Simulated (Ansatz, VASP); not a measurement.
# TiTe: VASP beside Ansatz, part 2 of 2

Wanted: the spread between two codes on one cell, functional and k mesh. The cell is taken from a series of VASP runs on this material, whose earlier steps may have relaxed, scaled or displaced it; both programs get it as it stands.

VASP 6.6.1 and Ansatz 0.2.0.

So far: The structure; VASP: relaxation of cell and atoms, PBEsol.

## (3) Ansatz: relaxation of cell and atoms, PBEsol

Level of this step: Ansatz beside VASP: Kohn-Sham DFT, plane waves, PBEsol (Ansatz).

Ansatz runs on its default PAW (the set named soft_2) files.

The same cell, functional, mesh and smearing now go to Ansatz, which takes its cutoff from its data sets.

File input.yaml:

```yaml
crystal:
  lattice:
    - [3.834, 0.0, 0.0]
    - [-1.917, 3.3203413981, 0.0]
    - [0.0, 0.0, 6.39]
  atoms:
    - { symbol: Te, position: [0.6666666667, 0.3333333333, 0.75] }
    - { symbol: Te, position: [0.3333333333, 0.6666666667, 0.25] }
    - { symbol: Ti, position: [0.0, 0.0, 0.5] }
    - { symbol: Ti, position: [0.0, 0.0, 0.0] }
hamiltonian:
  xc: pbesol
  pseudopotentials: { kind: paw }
kpoints:
  mp_grid: { grid: [14, 14, 8] }
scf:
  occupations: { method: methfessel_paxton, width: 0.15 }
relax:
  f_tol: 0.01
  max_steps: 60
  cell: { stress_tol: 0.05 }
output:
  forces: true
  stress: true
  write_density: true
  write_potential: true
  elf: true
  volumetric_format: npy
```

On the command line:

```console
ansatz run input.yaml --threads 4 --pin off --max-ram 9216MiB --backend cpu --events-out ev --progress --plain --runs-dir out
```

Numbers of over 12 decimals in the logs are rounded to 6 here.

Log:

```text
Engine: ansatz 0.2.0, aarch64-unknown-linux-gnu
Pseudopotentials: kind: paw
Pseudopotential: Te, paw, valence charge 16, recommended cutoff 420 eV (normal), Te.paw.azcp
Pseudopotential: Ti, paw, valence charge 12, recommended cutoff 420 eV (normal), Ti.paw.azcp
Functional definition: PBEsol
  exchange = pbesol_x
  correlation = pbesol_c
Crystal: 4 atoms, lattice volume = 81.346 Å³
Basis set: ecut = 420 eV, 1605 PW (Γ), exchange–correlation on 54×54×90 points (8 copies of the dense FFT grid, shifted against one another)
Bands: 34, of which v1, the nominal top of the filled ones, is band 28 counted from 1 (27 counted from 0)
Symmetry: 24 space group operations
Space group: P63/mmc (ITA 194), of the structure as read, at distance tolerance 4.3e-5 Å
k-points: 120 of 1568
Non-local potential: Te, projectors of the file, l = 0: 2, l = 1: 2, l = 2: 2, l = 3: 2
Non-local potential: Ti, projectors of the file, l = 0: 3, l = 1: 2, l = 2: 3, l = 3: 1
PAW form: soft (Blöchl's): semilocal exchange-correlation on the pseudo side does not see the compensation charge
PAW frozen core: Te, regenerated for the run's functional, and the local potential with it (the file was generated under x = pbe(κ = 0.804, μ = 0.219515), c = pbe(β = 0.066725))
PAW frozen core: Ti, regenerated for the run's functional, and the local potential with it (the file was generated under x = pbe(κ = 0.804, μ = 0.219515), c = pbe(β = 0.066725))
PAW one-centre angular grid: Te, 590 points (default); XC on 64 Gauss nodes
PAW one-centre angular grid: Ti, 590 points (default); XC on 64 Gauss nodes
Initial density: superposition of atomic densities (neutral atoms: chi_scale 0, normalization atom), corrected by the library's trained network
Initial wavefunctions: pseudopotential atomic-orbital guess
Functional: x = pbesol(κ = 0.804, μ = 0.123457), c = pbesol(β = 0.046)
SCF iter   1: F=—  HF=-18753.285203 eV  |F-HF|=—  |Δ(HF+E_count)|=         —  Δρ=4.67e-3  dr2=1.22e-2  ethr=1.77e-3  ⟨swp⟩=5.6  Hψ=16127  notcnv=0
preconditioner: auto → Kerker (q_TF=auto, 2.564 Å⁻¹)  [metal: Δε(μ)=0.011 eV  Ē_g=6.406 eV  σ=0.150 eV  W_gap=0.06  n_scr=22 (ndim 8)  ℏωp=18.4 eV  f_vac=0.000  D(μ)=4.24/eV (n_scr^D=36)]
SCF iter   2: F=—  HF=-18753.280336 eV  |F-HF|=—  |Δ(HF+E_count)|=   4.87e-3  S|Δr|=    0.00e0  Δρ=1.93e-3  dr2=1.83e-3  ethr=2.17e-5  ⟨swp⟩=3.0  Hψ=8556  notcnv=0  defer=1
SCF iter   3: F=—  HF=-18753.280002 eV  |F-HF|=—  |Δ(HF+E_count)|=   3.33e-4  S|Δr|=    0.00e0  Δρ=5.01e-4  dr2=1.74e-4  ethr=3.26e-6  ⟨swp⟩=3.0  Hψ=8235  notcnv=0  defer=1
SCF iter   4: F=—  HF=-18753.280005 eV  |F-HF|=—  |Δ(HF+E_count)|=   2.25e-6  S|Δr|=    0.00e0  Δρ=1.71e-4  dr2=3.54e-5  ethr=3.11e-7  ⟨swp⟩=2.2  Hψ=6693  notcnv=0  defer=1
SCF iter   5: F=—  HF=-18753.279996 eV  |F-HF|=—  |Δ(HF+E_count)|=   9.01e-6  S|Δr|=    0.00e0  Δρ=4.65e-5  dr2=2.24e-6  ethr=6.32e-8  ⟨swp⟩=2.0  Hψ=5109  notcnv=0  defer=1
SCF iter   6: F=—  HF=-18753.279995 eV  |F-HF|=—  |Δ(HF+E_count)|=   1.01e-7  S|Δr|=    0.00e0  Δρ=1.54e-5  dr2=3.37e-7  ethr=3.99e-9  ⟨swp⟩=2.1  Hψ=5647  notcnv=0  defer=1
SCF iter   7: F=-18753.279995 eV  HF=-18753.279995 eV  |F-HF|=1.18e-9  |Δ(HF+E_count)|=   5.39e-8  S|Δr|=    0.00e0  Δρ=3.17e-6  dr2=8.34e-9  ethr=1.79e-10  ⟨swp⟩=8.5  Hψ=23576  notcnv=0
SCF 1 converged in 7 iterations: F = -18753.279995 eV  dr2 = 8.34e-9
  greatest PAW one-centre occupation: 0.999 electrons in one spin orbital (limit 2), on the Ti atom at site 3 (counted from 0), in its partial waves of l = 0
relax step   1: F+E_penalty+E_count = -18753.27999539 eV  Δ(F+E_penalty+E_count) = +0.000e0 eV  max|allowed force component| = 1.850e-17 eV/Å  Δτ_max = 0.0000 Å  P = +4.099 GPa  Ω = 81.346 Å³  (7 SCF iters, dr2 threshold 1.00e-7 eV, accepted)
[... from here on, the SCF cycles and remarks between the steps are left out ...]
relax step   2: F+E_penalty+E_count = -18753.38884103 eV  Δ(F+E_penalty+E_count) = -1.088e-1 eV  max|allowed force component| = 9.252e-18 eV/Å  Δτ_max = 0.0000 Å  P = -2.052 GPa  Ω = 85.740 Å³  energy of the carried Pulay correction = -8.034e-4 eV  (7 SCF iters, dr2 threshold 4.00e-7 eV, accepted)
relax step   3: F+E_penalty+E_count = -18753.52744818 eV  Δ(F+E_penalty+E_count) = -1.386e-1 eV  max|allowed force component| = 1.475e-17 eV/Å  Δτ_max = 0.0000 Å  P = -2.011 GPa  Ω = 84.238 Å³  energy of the carried Pulay correction = -5.357e-4 eV  (6 SCF iters, dr2 threshold 4.00e-7 eV, accepted)
relax step   4: F+E_penalty+E_count = -18753.56987347 eV  Δ(F+E_penalty+E_count) = -4.243e-2 eV  max|allowed force component| = 6.361e-18 eV/Å  Δτ_max = 0.0000 Å  P = +0.303 GPa  Ω = 80.705 Å³  energy of the carried Pulay correction = +1.158e-4 eV  (6 SCF iters, dr2 threshold 4.00e-7 eV, accepted)
relax step   5: F+E_penalty+E_count = -18753.58153895 eV  Δ(F+E_penalty+E_count) = -1.167e-2 eV  max|allowed force component| = 7.662e-18 eV/Å  Δτ_max = 0.0000 Å  P = -0.054 GPa  Ω = 81.592 Å³  energy of the carried Pulay correction = -5.015e-5 eV  (6 SCF iters, dr2 threshold 4.00e-7 eV, accepted)
relax step   6: F+E_penalty+E_count = -18753.58211476 eV  Δ(F+E_penalty+E_count) = -5.758e-4 eV  max|allowed force component| = 2.082e-17 eV/Å  Δτ_max = 0.0000 Å  P = -0.006 GPa  Ω = 81.443 Å³  energy of the carried Pulay correction = -2.233e-5 eV  (5 SCF iters, dr2 threshold 1.90e-7 eV, accepted)
relax step   7: F+E_penalty+E_count = -18753.58709710 eV  Δ(F+E_penalty+E_count) = -4.982e-3 eV  max|allowed force component| = 2.891e-17 eV/Å  Δτ_max = 0.0000 Å  P = +0.135 GPa  Ω = 81.443 Å³  stress off target by 3.73e-1 GPa  SCF on the basis re-selected at this cell (its energy is not comparable with the rows above)  (6 SCF iters)
relax step   8: F+E_penalty+E_count = -18753.58734667 eV  Δ(F+E_penalty+E_count) = -2.496e-4 eV  max|allowed force component| = 7.517e-18 eV/Å  Δτ_max = 0.0000 Å  P = -0.011 GPa  Ω = 81.500 Å³  energy of the carried Pulay correction = -1.112e-5 eV  (4 SCF iters, dr2 threshold 3.48e-7 eV, accepted)
relax step   9: F+E_penalty+E_count = -18753.58735937 eV  Δ(F+E_penalty+E_count) = -1.270e-5 eV  max|allowed force component| = 4.626e-18 eV/Å  Δτ_max = 0.0000 Å  P = -0.011 GPa  Ω = 81.500 Å³  stress off target by 1.59e-2 GPa  SCF on the basis re-selected at this cell (its energy is not comparable with the rows above)  (5 SCF iters)
basis re-selected at this cell: Δ(F+E_penalty+E_count) = -1.270e-5 eV, ΔP = -0.000 GPa vs the last step (what re-selecting the basis moved, of the pressure what is left beyond the Pulay correction that the steps carried, after the strain that the cell walked since its last selection, with what the two solves' SCF thresholds leave and, on support functions, any second-order correction that the steps lacked; it is no m [...]
SCF converged after 5 iterations
Stability not checked: this state was not tested for a lower state beside it, because cold or Methfessel-Paxton smearing, or corrected tetrahedra, fill the levels in a way that the test cannot read (fill_not_monotonic; see scf.lower_state_search)
Free energy (F): -18753.587359 eV
Harris-Foulkes:  -18753.587359 eV  (|F-HF|=7.28e-12)
Internal energy: -18753.586619 eV  (E = F + TS)
E sigma→0 (E₀):  -18753.587174 eV
Entropy (-TS):   -0.000741 eV (-0.185 meV/atom)
Fermi energy:    14.420054 eV
--- Per-component energies (eV) ---
  E_band       = -673.350827
  E_kinetic    = 913.934051
  E_local      = -3502.993491  (includes V_loc(G=0)·N_el)
  E_nonlocal   = -592.384335
  E_hartree    = 2035.908798
  E_xc         = -443.877166
  E_vxc        = -456.548969  (∫ρ·V_xc dr)
  E_paw        = -11218.300144  (= ΣΔE_a)
  E_vpaw       = -1107.175451  (= ΣTr[D̂ρ^β])
  E_aug_tail   = -0.000203  (compensation charges beyond the density's cutoff)
  E_ewald      = -5946.902526
  E_core_change = 1.028399  (= ΣΔE_core)
  E_smearing   = -0.000741  (= −TS)
  E_closure    = 0.000000  (closes the sum)
  Σ components = -18753.587359   (vs F -18753.587359, Δ=0.00e0)
--- Forces (eV/Å), atoms counted from 1 ---
  atom   1  Te    -0.00000000     0.00000000    -0.00000000
  atom   2  Te     0.00000000    -0.00000000     0.00000000
  atom   3  Ti     0.00000000     0.00000000     0.00000000
  atom   4  Ti     0.00000000    -0.00000000     0.00000000
  max |Σ_I F_I| component: 4.63e-18 eV/Å
--- Stress (GPa, compression-positive) ---
       -0.015940       0.000000      -0.000000
        0.000000      -0.015940      -0.000000
       -0.000000      -0.000000      -0.001557
  P = ⅓ Tr σ = -0.0111 GPa (-0.111 kbar)
--- Band table (eV; the first three rows and the last of 120) ---
  k-point 0: bands = [... 24 lower, 12.6301, 14.2776, 14.2776, 14.4274, 14.4274, 14.6052, 14.6052, 15.2005, ... 2 higher]
  k-point 1: bands = [... 24 lower, 13.0603, 13.8853, 13.8853, 14.4475, 14.4475, 14.8803, 14.8803, 15.3338, ... 2 higher]
  k-point 2: bands = [... 24 lower, 13.3987, 13.3987, 13.5730, 14.5059, 14.5059, 14.9117, 14.9117, 15.1760, ... 2 higher]
  k-point 119: bands = [... 24 lower, 10.3951, 10.3951, 13.8964, 13.8964, 15.5401, 15.5401, 15.7571, 15.7571, ... 2 higher]
--- Relaxed structure (7 steps of the walk, 7 accepted, 2 SCFs on fresh bases) ---
  F+E_penalty+E_count = -18753.58735937 eV   max|allowed force component| = 4.626e-18 eV/Å   (the final SCF, on the basis selected at the relaxed cell)
  cell:  # Å, volume = 81.5001 Å³
    - [3.608869, 0, -5.1133279689751735e-18]
    - [-1.804434, 3.125372, 2.5566639844875875e-18]
    - [-8.52221328163753e-18, 0, 7.225787]
  atoms:
    - { symbol: Te, position: [0.666667, 0.333333, 0.75] }
    - { symbol: Te, position: [0.333333, 0.666667, 0.250000] }
    - { symbol: Ti, position: [0, 0, 0.500000] }
    - { symbol: Ti, position: [0, 0, 0] }
```

It took 39 s on 4 threads of Arm Neoverse V1, shared host; peak memory 0.62 GiB; 2.5 min of CPU time.

## (4) Differences

Known differences besides the potentials themselves: both relaxations stop at a tolerance, which leaves soft axes loose, and VASP keeps its plane-wave basis; the data sets hold 56 valence electrons in Ansatz (default PAW (the set named soft_2) files) and 36 in VASP; the cutoff is 420 eV in Ansatz and 520 eV in VASP; Ansatz makes its cores anew for this functional, VASP keeps those of its PBE data sets; Ansatz adds a Pulay correction to the stress that steers its cell, VASP none. Total energies have different zeros and are not compared.

Compared:

```tsv
quantity	Ansatz	VASP	difference
volume (Å³)	81.50	81.55	-0.06 %
edge a after relaxation, in the typed setting (Å)	3.609	3.611	-0.04 %
edge c after relaxation, in the typed setting (Å)	7.226	7.224	+0.03 %
```

The walks stopped with -0.01 GPa left in Ansatz and 0.03 GPa in VASP; each walk ends within a tolerance, so the volume difference is uncertain by about these residues over the bulk modulus, most in soft cells.

## (5) Outcome

```yaml
difference_in_volume_relaxation_of_cell_and_atoms_pbesol: -0.061 %
```

The difference in volume is -0.061 % (relaxation of cell and atoms, PBEsol), within the 1.2 % picked in this series as the mark of a large difference, as far as the stopping tolerances let one tell. Such differences can come from data sets, numerical settings and the points named under the comparisons, not from the functional's error against experiment.

[Lines on the potential files, build, host, timing and source positions are cut from VASP's logs without a mark.]

[Logs are printed without paths, hosts, clocks, repeated set-up lines and the standing remarks that a program may print on its own settings, such as how far it seeks lower states.]

[Hosts, paths, dates, database ids (printed as entryN), source tags and the programs' standing remarks are cut or masked in the printed files.]
